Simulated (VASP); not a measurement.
# MgS (Fm-3m) in VASP: notebook

The runs below take MgS through single point, with PBEsol, r2SCAN.

All numbers are computed with VASP 6.6.1; they aren't measurements. Logs are shortened: lines on timing, memory, paths and dates and some standing lists are left out, and cuts for length are marked.

### Step 1. The crystal as given

It takes space group Fm-3m (No. 225, cubic). The conventional cell has a = 5.178 Å, b = 5.178 Å, c = 5.178 Å, α = 90.00°, β = 90.00°, γ = 90.00°. Around Mg (site symmetry m-3m) lie 6 S at 2.59 Å. S (site symmetry m-3m) is surrounded by 6 Mg at 2.59 Å.

The cell is a database's computed one.

### Step 2. Single point, PBEsol

INCAR

```
SYSTEM = MgS
ALGO = Normal
EDIFF = 1E-7
ENCUT = 900
GGA = PS
ISIF = 2
ISMEAR = 0
LASPH = .True.
LCHARG = .True.
LELF = .True.
LREAL = .False.
LVHAR = .True.
LWAVE = .False.
NBANDS = 11
NELM = 80
PREC = Accurate
SIGMA = 0.02
```

KPOINTS

```
k-points
0
Gamma
  8 8 8
  0 0 0
```

POSCAR

```
MgS
1.0
    0.0000000000      2.5891100000      2.5891100000
    2.5891100000      0.0000000000      2.5891100000
    2.5891100000      2.5891100000      0.0000000000
Mg S
1 1
Direct
    0.0000000000      0.0000000000      0.0000000000
    0.5000000000      0.5000000000      0.5000000000
```

Potentials or basis: VASP PAW PBE potentials, release 64 (Mg, S_h).

Launch:

```console
$ cat potpaw_PBE.64/Mg/POTCAR potpaw_PBE.64/S_h/POTCAR > POTCAR
$ mpirun -np 1 vasp_std > vasp.out
```

OUTCAR:

```text
SYSTEM = MgS
   EDIFF = 1E-7
   ENCUT = 900
   GGA = PS
   ISIF = 2
   ISMEAR = 0
   LASPH = .True.
   LREAL = .False.
   NELM = 80
   PREC = Accurate

 ion  position               nearest neighbor table
   1  0.000  0.000  0.000-   2 2.59   2 2.59   2 2.59   2 2.59   2 2.59   2 2.59
   2  0.500  0.500  0.500-   1 2.59   1 2.59   1 2.59   1 2.59   1 2.59   1 2.59

  LATTYP: Found a face centered cubic cell.
 ALAT       =     5.1782200000

  Lattice vectors:

 A1 = (   0.0000000000,   2.5891100000,   2.5891100000)
 A2 = (   2.5891100000,   0.0000000000,   2.5891100000)
 A3 = (   2.5891100000,   2.5891100000,   0.0000000000)

Analysis of symmetry for initial positions (statically):
=====================================================================
 Subroutine PRICEL returns:
 Original cell was already a primitive cell.

 Routine SETGRP: Setting up the symmetry group for a
 face centered cubic supercell.

 Subroutine GETGRP returns: Found 48 space group operations
 (whereof 48 operations were pure point group operations)
 out of a pool of 48 trial point group operations.

The static configuration has the point symmetry O_h .

Analysis of symmetry for dynamics (positions and initial velocities):
=====================================================================
 Subroutine PRICEL returns:
 Original cell was already a primitive cell.

 Routine SETGRP: Setting up the symmetry group for a
 face centered cubic supercell.

 Subroutine GETGRP returns: Found 48 space group operations
 (whereof 48 operations were pure point group operations)
 out of a pool of 48 trial point group operations.

The dynamic configuration has the point symmetry O_h .

 Subroutine INISYM returns: Found 48 space group operations
 (whereof 48 operations are pure point group operations),
 and found     1 'primitive' translations

----------------------------------------------------------------------------------------

                                     Primitive cell

  volume of cell :      34.7121

  direct lattice vectors                    reciprocal lattice vectors
     0.000000000  2.589110000  2.589110000    -0.193116554  0.193116554  0.193116554
     2.589110000  0.000000000  2.589110000     0.193116554 -0.193116554  0.193116554
     2.589110000  2.589110000  0.000000000     0.193116554  0.193116554 -0.193116554

  length of vectors
     3.661554476  3.661554476  3.661554476     0.334487683  0.334487683  0.334487683

  position of ions in fractional coordinates (direct lattice)
     0.000000000  0.000000000  0.000000000
     0.500000000  0.500000000  0.500000000

  ion indices of the primitive-cell ions
   primitive index   ion index
                 1           1
                 2           2

----------------------------------------------------------------------------------------

 KPOINTS: k-points

Automatic generation of k-mesh.
 Grid dimensions read from file:
 generate k-points for:    8    8    8

 Generating k-lattice:

  Cartesian coordinates                     Fractional coordinates (reciprocal lattice)
    -0.024139569  0.024139569  0.024139569     0.125000000  0.000000000  0.000000000
     0.024139569 -0.024139569  0.024139569     0.000000000  0.125000000  0.000000000
     0.024139569  0.024139569 -0.024139569     0.000000000  0.000000000  0.125000000

  Length of vectors
     0.041810960  0.041810960  0.041810960

  Shift w.r.t. Gamma in fractional coordinates (k-lattice)
     0.000000000  0.000000000  0.000000000

 Subroutine IBZKPT returns following result:
 ===========================================

 Found     29 irreducible k-points:

 Following reciprocal coordinates:
            Coordinates               Weight
  0.000000  0.000000  0.000000      1.000000
  0.125000  0.000000  0.000000      8.000000
  0.250000  0.000000  0.000000      8.000000
  0.375000  0.000000  0.000000      8.000000
  0.500000  0.000000  0.000000      4.000000
  0.125000  0.125000  0.000000      6.000000
[... 16 lines left out ...]
  0.500000  0.250000  0.125000     48.000000
 -0.375000  0.250000  0.125000     24.000000
 [... further k-points ...]
   k-points           NKPTS =     29   k-points in BZ     NKDIM =     29   number of bands    NBANDS=     11
   number of dos      NEDOS =    301   number of ions     NIONS =      2
   total plane-waves  NPLWV =  46656
   dimension x,y,z NGX =    36 NGY =   36 NGZ =   36
   dimension x,y,z NGXF=    72 NGYF=   72 NGZF=   72
   ions per type =               1   1
   NGX,Y,Z   is equivalent  to a cutoff of  16.35, 16.35, 16.35 a.u.
   NGXF,Y,Z  is equivalent  to a cutoff of  32.69, 32.69, 32.69 a.u.
 SYSTEM =  MgS
   PREC   = accura    normal or accurate (medium, high low for compatibility)
   ISTART =      0    job   : 0-new  1-cont  2-samecut
   ICHARG =      2    charge: 1-file 2-atom 10-const
   ISPIN  =      1    spin polarized calculation?
   LNONCOLLINEAR =      F non collinear calculations
   LSORBIT =      F    spin-orbit coupling
   LASPH  =      T    aspherical Exc in radial PAW
   ENCUT  =  900.0 eV  66.15 Ry    8.13 a.u.   8.96  8.96  8.96*2*pi/ulx,y,z
   NELM   =     80;   NELMIN=  2; NELMDL= -5     # of ELM steps
   EDIFF  = 0.1E-06   stopping-criterion for ELM
   LREAL  =      F    real-space projection
   EDIFFG = 0.1E-05   stopping-criterion for IOM
   NSW    =      0    number of steps for IOM
   IBRION =     -1    ionic relax: 0-MD 1-quasi-New 2-CG
   NFREE  =      0    steps in history (QN), initial steepest desc. (CG)
   ISIF   =      2    stress and relaxation
   ISYM   =      2    0-nonsym 1-usesym 2-fastsym
   POTIM  = 0.5000    time-step for ionic-motion
   TEBEG  =    0.0;   TEEND  =   0.0 temperature during run
   PSTRESS=    0.0 pullay stress
   NELECT =       8.0000    total number of electrons
   NUPDOWN=      -1.0000    fix difference up-down
   EMIN   =  10.00;   EMAX   =-10.00  energy-range for DOS
   EFERMI =   0.00;   METHOD = LEGACY
   ISMEAR =     0;   SIGMA  =   0.02  broadening in eV -4-tet -1-fermi 0-gaus
   EFERMI_NEDOS =   21; number of points for ismear=-14 and -15
   IALGO  =     38    algorithm
   IMIX   =      4    mixing-type and parameters
     AMIX     =   0.40;   BMIX     =  1.00
     AMIX_MAG =   1.60;   BMIX_MAG =  1.00
  volume/ion in A,a.u.               =      17.36       117.12
  Fermi-wavevector in a.u.,A,eV,Ry     =   1.003716  1.896749 13.707142  1.007446
  Thomas-Fermi vector in A             =   2.136286
   LORBIT       =      0    0 simple, 1 ext, 2 COOP (PROOUT), +10 PAW based schemes
   GGA     = PS    functional components
   LHFCALC =     F    Hartree Fock is set to
   AEXX    =    0.0000 exact exchange contribution
   IVDW    =     0    specifies the selected vdW correction
   LEPSILON=     F    determine dielectric tensor
   LRPA    =     F    only Hartree local field effects (RPA)
 non-spin polarized calculation
 Gauss-broadening in eV      SIGMA  =   0.02
  energy-cutoff  :      900.00
  volume of cell :       34.71
 maximum number of plane-waves:      2148
   NGX = 17   NGY = 17   NGZ = 17

 number of electron       8.0000000 magnetization

 Free energy of the ion-electron system (eV)
  ---------------------------------------------------
  ext. energy  EPLUGINS =         0.00000000
  ---------------------------------------------------
  free energy    TOTEN  =        -9.07663331 eV

  energy without entropy =       -9.07663331  energy(sigma->0) =       -9.07663331

 E-fermi :   4.2594     XC(G=0):  -9.9506

 val. band max:        4.1478325952   @ k =   0.0000   0.0000   0.0000
 cond. band min:       6.8776973406   @ k =   0.5000   0.5000   0.0000
 fundamental gap:      2.7298647453
 Fermi energy:         4.2594209857

 k-point     1 :       0.0000    0.0000    0.0000
  band No.  band energies     occupation
      1      -8.6198      2.00000
      2       4.1478      2.00000
      3       4.1478      2.00000
      4       4.1478      2.00000
      5       7.8549      0.00000
      6      11.9638      0.00000
      7      11.9638      0.00000
      8      11.9638      0.00000
      9      14.4107      0.00000
     10      14.4107      0.00000
     11      16.4856      0.00000

 k-point     2 :       0.1250    0.0000    0.0000
  band No.  band energies     occupation
      1      -8.4635      2.00000
      2       3.0685      2.00000
      3       4.0416      2.00000
      4       4.0416      2.00000
      5       8.6584      0.00000
      6      11.6551      0.00000
      7      12.2218      0.00000
      8      12.2218      0.00000
      9      13.7860      0.00000
     10      13.7860      0.00000
     11      16.8246      0.00000

 k-point     3 :       0.2500    0.0000    0.0000
  band No.  band energies     occupation
      1      -8.0393      2.00000
      2       1.2620      2.00000
      3       3.8110      2.00000
      4       3.8110      2.00000
      5       9.0257      0.00000
      6      11.8757      0.00000
      7      11.8757      0.00000
      8      12.4311      0.00000
      9      14.3452      0.00000
     10      14.3452      0.00000
     11      16.0124      0.00000

 k-point     4 :       0.3750    0.0000    0.0000
  band No.  band energies     occupation
      1      -7.5176      2.00000
      2      -0.2252      2.00000
      3       3.6088      2.00000
      4       3.6088      2.00000
      5       8.7113      0.00000
      6      11.2157      0.00000
      7      11.2157      0.00000
      8      14.0100      0.00000
      9      15.6448      0.00000
     10      16.3117      0.00000
     11      16.3117      0.00000
[... 239 lines left out ...]
 k-point    22 :       0.3750    0.2500    0.1250
  band No.  band energies     occupation
      1      -7.7061      2.00000
      2       0.9926      2.00000
      3       2.6313      2.00000
      4       3.4427      2.00000
      5       9.9305      0.00000
      6      10.4896      0.00000
      7      11.1698      0.00000
      8      13.3183      0.00000
      9      14.1890      0.00000
     10      17.0534      0.00000
     11      19.0276      0.00000

 k-point    23 :       0.5000    0.2500    0.1250
  band No.  band energies     occupation
      1      -7.2639      2.00000
      2       0.1204      2.00000
      3       2.0742      2.00000
      4       3.1177      2.00000
      5       9.7219      0.00000
      6      10.4458      0.00000
      7      11.8752      0.00000
      8      13.1134      0.00000
      9      15.7641      0.00000
     10      18.3825      0.00000
     11      19.0169      0.00000

 k-point    24 :      -0.3750    0.2500    0.1250
  band No.  band energies     occupation
      1      -7.0509      2.00000
      2      -0.2898      2.00000
      3       1.9263      2.00000
      4       2.9516      2.00000
      5       9.6742      0.00000
      6      10.1573      0.00000
      7      12.5140      0.00000
      8      13.5282      0.00000
      9      16.3360      0.00000
     10      17.4698      0.00000
     11      19.6415      0.00000

 [... further k-points ...]
[... 5 lines left out ...]
  --------------------------------------------------------------------------------------
  -------------------------------------------------------------------------------------
  Total        0.0002465      0.0002465      0.0002465     -0.0000000     -0.0000000      0.0000000
  in kB        0.0113775      0.0113775      0.0113775     -0.0000000     -0.0000000      0.0000000
  external PRESSURE =       0.0113775 kB  Pullay stress =       0.0000000 kB

 VOLUME and BASIS-vectors are now :
 -----------------------------------------------------------------------------
  energy-cutoff  :      900.00
  volume of cell :       34.71
      direct lattice vectors                 reciprocal lattice vectors
     0.000000000  2.589110000  2.589110000    -0.193116554  0.193116554  0.193116554
     2.589110000  0.000000000  2.589110000     0.193116554 -0.193116554  0.193116554
     2.589110000  2.589110000  0.000000000     0.193116554  0.193116554 -0.193116554

 POSITION                                       TOTAL-FORCE (eV/Angst)
 -----------------------------------------------------------------------------------
      0.00000      0.00000      0.00000         0.000000      0.000000      0.000000
      2.58911      2.58911      2.58911        -0.000000     -0.000000     -0.000000
 -----------------------------------------------------------------------------------
    total drift:                                0.000000      0.000000      0.000000

  FREE ENERGIE OF THE ION-ELECTRON SYSTEM (eV)
  ---------------------------------------------------
  free  energy   TOTEN  =        -9.0766333054 eV

  energy  without entropy=       -9.0766333054  energy(sigma->0) =       -9.07663331
```

Run time: 11 s. Hardware: 1 thread of Intel Xeon 6975P-C (Granite Rapids), shared host; peak memory 0.2 GiB.

What came out:

```
Free energy            : -9.0766 eV
Pressure               : 0.0 GPa
Band gap on the k mesh : 2.73 eV, indirect (least direct gap 3.71 eV)
```

Caveat: the PAW data sets were made with another functional, which shifts forces and pressure a little. A k mesh can miss the band edges.

### Step 3. Single point, r2SCAN

INCAR

```
SYSTEM = MgS
ALGO = Normal
EDIFF = 1E-7
ENCUT = 520
ISIF = 2
ISMEAR = 0
LASPH = .True.
LCHARG = .True.
LELF = .True.
LMIXTAU = .True.
LREAL = .False.
LVHAR = .True.
LWAVE = .False.
METAGGA = R2SCAN
NBANDS = 11
NELM = 80
PREC = Accurate
SIGMA = 0.02
```

KPOINTS is that of step 2.

POSCAR is that of step 2.

Potentials or basis: VASP PAW PBE potentials, release 64 (Mg, S).

Launch:

```console
$ cat potpaw_PBE.64/Mg/POTCAR potpaw_PBE.64/S/POTCAR > POTCAR
$ mpirun -np 1 vasp_std > vasp.out
```

OUTCAR:

```text
SYSTEM = MgS
   EDIFF = 1E-7
   ENCUT = 520
   ISIF = 2
   ISMEAR = 0
   LASPH = .True.
   LREAL = .False.
   METAGGA = R2SCAN
   NELM = 80
   PREC = Accurate

 ion  position               nearest neighbor table
   1  0.000  0.000  0.000-   2 2.59   2 2.59   2 2.59   2 2.59   2 2.59   2 2.59
   2  0.500  0.500  0.500-   1 2.59   1 2.59   1 2.59   1 2.59   1 2.59   1 2.59

  LATTYP: Found a face centered cubic cell.
 ALAT       =     5.1782200000

  Lattice vectors:

 A1 = (   0.0000000000,   2.5891100000,   2.5891100000)
 A2 = (   2.5891100000,   0.0000000000,   2.5891100000)
[... 514 lines left out ...]
      7      12.7691      0.00000
      8      13.9211      0.00000
      9      16.8107      0.00000
     10      18.1462      0.00000
     11      20.1665      0.00000

 [... further k-points ...]
[... 5 lines left out ...]
  --------------------------------------------------------------------------------------
  -------------------------------------------------------------------------------------
  Total        0.1521111      0.1521111      0.1521111      0.0000000      0.0000000     -0.0000000
  in kB        7.0208555      7.0208555      7.0208555      0.0000000      0.0000000     -0.0000000
  external PRESSURE =       7.0208555 kB  Pullay stress =       0.0000000 kB

 VOLUME and BASIS-vectors are now :
 -----------------------------------------------------------------------------
  energy-cutoff  :      520.00
  volume of cell :       34.71
      direct lattice vectors                 reciprocal lattice vectors
     0.000000000  2.589110000  2.589110000    -0.193116554  0.193116554  0.193116554
     2.589110000  0.000000000  2.589110000     0.193116554 -0.193116554  0.193116554
     2.589110000  2.589110000  0.000000000     0.193116554  0.193116554 -0.193116554

 POSITION                                       TOTAL-FORCE (eV/Angst)
 -----------------------------------------------------------------------------------
      0.00000      0.00000      0.00000         0.000000      0.000000     -0.000000
      2.58911      2.58911      2.58911        -0.000000     -0.000000      0.000000
 -----------------------------------------------------------------------------------
    total drift:                                0.000000      0.000000      0.000000

  FREE ENERGIE OF THE ION-ELECTRON SYSTEM (eV)
  ---------------------------------------------------
  free  energy   TOTEN  =       -15.5100794581 eV

  energy  without entropy=      -15.5100794581  energy(sigma->0) =      -15.51007946
```

OSZICAR:

```text
N       E                     dE             d eps       ncg     rms          rms(c)
DAV:   1     0.167037127077E+02    0.16704E+02   -0.37524E+03   654   0.620E+02
DAV:   2    -0.155128474264E+02   -0.32217E+02   -0.30631E+02   768   0.108E+02
DAV:   3    -0.170815650395E+02   -0.15687E+01   -0.15656E+01   775   0.253E+01
[... 16 lines left out ...]
DAV:  20    -0.155100788201E+02    0.15583E-05   -0.61410E-08   403   0.224E-03    0.522E-03
DAV:  21    -0.155100801705E+02   -0.13504E-05   -0.59903E-08   683   0.256E-03    0.355E-03
DAV:  22    -0.155100793709E+02    0.79954E-06   -0.61019E-08   674   0.271E-03    0.139E-03
DAV:  23    -0.155100795434E+02   -0.17244E-06   -0.28904E-09   358   0.491E-04    0.644E-04
DAV:  24    -0.155100794581E+02    0.85243E-07   -0.58110E-10   355   0.228E-04
   1 F= -.15510079E+02 E0= -.15510079E+02  d E =-.180010E-35
```

stdout:

```text
POSCAR found type information on POSCAR MgS
 POSCAR found :  2 types and       2 ions
 scaLAPACK will be used
 -----------------------------------------------------------------------------
|                                                                             |
|                                                                             |
|     You enforced a specific xc type in the INCAR file but a different       |
|     I HOPE YOU KNOW WHAT YOU ARE DOING!                                     |
|                                                                             |
 -----------------------------------------------------------------------------

 LDA part: xc-table for (None), standard interpolation
 POSCAR, INCAR and KPOINTS ok, starting setup
 FFT: planning ... GRIDC
 FFT: planning ... GRID_SOFT
 FFT: planning ... GRID
 WAVECAR not read
 entering main loop
```

Wall time 39 s (1 thread of Intel Xeon 6975P-C (Granite Rapids), shared host); peak memory 0.17 GiB.

Results:

| Quantity | Value |
| --- | --- |
| Free energy | -15.5101 eV |
| Pressure | 0.7 GPa |
| Band gap on the k mesh | 3.47 eV, indirect (least direct gap 4.74 eV) |

Levels at points of the mesh, in eV from the valence-band top:
```csv
k point,band 2,band 3,band 4,band 5,band 6,band 7
"(0.00, 0.00, 0.00)",0.00,0.00,0.00,4.74,8.52,8.52
"(0.50, 0.00, 0.00)",-4.96,-0.64,-0.64,5.24,7.52,7.52
"(0.50, 0.50, 0.00)",-4.35,-1.76,-1.76,3.47,4.88,13.29
```

Caveat: the PAW data sets were made with another functional, which shifts forces and pressure a little. r2SCAN opens gaps a little over a GGA but as a rule still falls short of measured ones.
